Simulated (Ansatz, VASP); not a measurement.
# One calculation of Gd, two programs

The input INCAR:

```
  PREC = Accurate
  ENCUT = 520
  EDIFF = 1E-6
  ISMEAR = -1
  SIGMA = 0.05
  LREAL = False
  LASPH = True
  NELM = 100
  ALGO = Normal
  ISIF = 2
  LWAVE = False
  LCHARG = False
  ISPIN = 2
  MAGMOM = 7
  LORBIT = 11
  LMAXMIX = 6
  METAGGA = R2SCAN
  LMIXTAU = True
  NBANDS = 19
```

KPOINTS

```
regular mesh
0
Gamma
  7 7 7
```

The input POSCAR:

```
Gd
1.0
   -2.0250000000      2.0250000000      2.0250000000
    2.0250000000     -2.0250000000      2.0250000000
    2.0250000000      2.0250000000     -2.0250000000
Gd
1
Direct
    0.0000000000      0.0000000000      0.0000000000
```

The input KPOINTS_OPT:

```
path GHNGPH,PN
15
line-mode
reciprocal
 0.0000000000  0.0000000000  0.0000000000  G
 0.5000000000 -0.5000000000  0.5000000000  H

 0.5000000000 -0.5000000000  0.5000000000  H
 0.0000000000  0.0000000000  0.5000000000  N

 0.0000000000  0.0000000000  0.5000000000  N
 0.0000000000  0.0000000000  0.0000000000  G

 0.0000000000  0.0000000000  0.0000000000  G
 0.2500000000  0.2500000000  0.2500000000  P

 0.2500000000  0.2500000000  0.2500000000  P
 0.5000000000 -0.5000000000  0.5000000000  H

 0.2500000000  0.2500000000  0.2500000000  P
 0.0000000000  0.0000000000  0.5000000000  N
```

input.yaml

```yaml
crystal:
  lattice:
    - [-2.025, 2.025, 2.025]
    - [2.025, -2.025, 2.025]
    - [2.025, 2.025, -2.025]
  atoms:
    - { symbol: Gd, position: [0.0, 0.0, 0.0], spin: 7.0 }
hamiltonian:
  xc: r2scan
  pseudopotentials: { kind: paw }
magnetization:
  spin_polarized: true
kpoints:
  mp_grid: { grid: [7, 7, 7] }
  band_path:
    path:
      - [[0.0, 0.0, 0.0], [0.5, -0.5, 0.5], [0.0, 0.0, 0.5], [0.0, 0.0, 0.0], [0.25, 0.25, 0.25], [0.5, -0.5, 0.5]]
      - [[0.25, 0.25, 0.25], [0.0, 0.0, 0.5]]
    npoints: 14
scf:
  occupations: { method: fermi_dirac, width: 0.05 }
  n_extra_bands: 6
output:
  forces: true
  stress: true
  eigenvalues: true
  fatbands: true
```

This isn't the form of Gd at room conditions, which is hcp.

Alike in both runs: task band structure; functional r2SCAN; k mesh 7 × 7 × 7; occupations fermi-dirac, width 0.05 eV; collinear spin, ferromagnetic start.

```csv
,VASP,Ansatz
version,VASP 6.6.1,Ansatz 0.2.0
potentials or method,"VASP PAW PBE potentials, release 64 (Gd)",Ansatz PAW
plane-wave cutoff (eV),520,500
valence electrons in the cell,18,18
```

VASP gave:

```
gap on the k mesh at the Fermi level (eV)                     : none
pressure (GPa)                                                : 0.7
net moment per atom (μB)                                      : 7.88
size of the moment on the site where the two differ most (μB) : 7.07
```

Question: Estimate Ansatz's values.

Answer: gap on the k mesh at the Fermi level (eV): none; pressure (GPa): 0.7; net moment per atom (μB): 7.89; size of the moment on the site where the two differ most (μB): 7.51.

Site moments also hang on the region over which each program counts them. A gap of «none» marks a metal or a gap that the smearing closes.

Caveats: spin-orbit coupling is left out, which moves the levels of the heavy elements; the PAW data sets were made with another functional, which shifts forces and pressure a little (VASP); the magnetic or orbital state may not be the lowest (Ansatz); the PAW data sets come from PBE, with cores solved anew for the run's functional, which leaves a small shift of forces and pressure (Ansatz). The state reached can hang on the start; a lower one may exist.
